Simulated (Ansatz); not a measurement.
## Levels at Γ against strain in BaTiO3

```yaml
crystal:
  lattice:
    - [3.99980, 0.00000, 0.00000]
    - [0.00000, 3.99980, 0.00000]
    - [0.00000, 0.00000, 4.01800]
  atoms:
    - { symbol: Ba, position: [0.00000, 0.00000, 0.00000] }
    - { symbol: Ti, position: [0.50000, 0.50000, 0.48200] }
    - { symbol: O, position: [0.50000, 0.50000, 0.01600] }
    - { symbol: O, position: [0.50000, 0.00000, 0.51500] }
    - { symbol: O, position: [0.00000, 0.50000, 0.51500] }
```

Atom numbers follow the list: Ba1, Ti2, O3, O4, O5.

The geometry is COD entry 2100858, unchecked; take it as a test cell.

No spin–orbit coupling, which matters for the heavy atoms here.

Computed with DFT, PBEsol, all-electron LAPW, scalar-relativistic in Ansatz 0.2.0.

The runs use a Γ-centred 7×7×7 k mesh, Fermi–Dirac smearing of 0.08 eV, basis error target 1 meV/atom, no spin polarisation.

The cell is scaled evenly. Fractional coordinates are held (clamped ions).

The valence-band top of this crystal doesn't lie at Γ but 0.30 eV above the top filled level there.

Only quantities that a quadratic follows smoothly over the whole series are listed; rougher ones are left out.

```csv
ln(V/Vcell),direct gap at Γ (eV),smallest gap on mesh and path (eV)
-0.0619,2.160,1.915
-0.0408,2.137,1.873
-0.0202,2.112,1.830
0.0000,2.087,1.789
0.0100,2.073,1.768
0.0198,2.060,1.748
0.0392,2.032,1.707
0.0583,2.004,1.667
```

(1) Fit the series and give the slopes at zero strain.

(2) One run, at ln(V/Vcell) = -0.0101, is withheld. Predict its row.

Results:

(1) Least-squares fits y = p0 + p1 x + p2 x² to the rows give direct gap at Γ (eV): p1 = -1.31, p2 = -1.9; smallest gap on mesh and path (eV): p1 = -2.07, p2 = -0.42. So dEg/dln V = -1.3 eV for the direct gap at Γ, which isn't the fundamental gap here: that one has dEg/dln V = -2.1 eV. Semilocal gaps are too small, but their slopes carry over better.

(2) The fits give 2.100, 1.810; the run gave 2.100, 1.809.
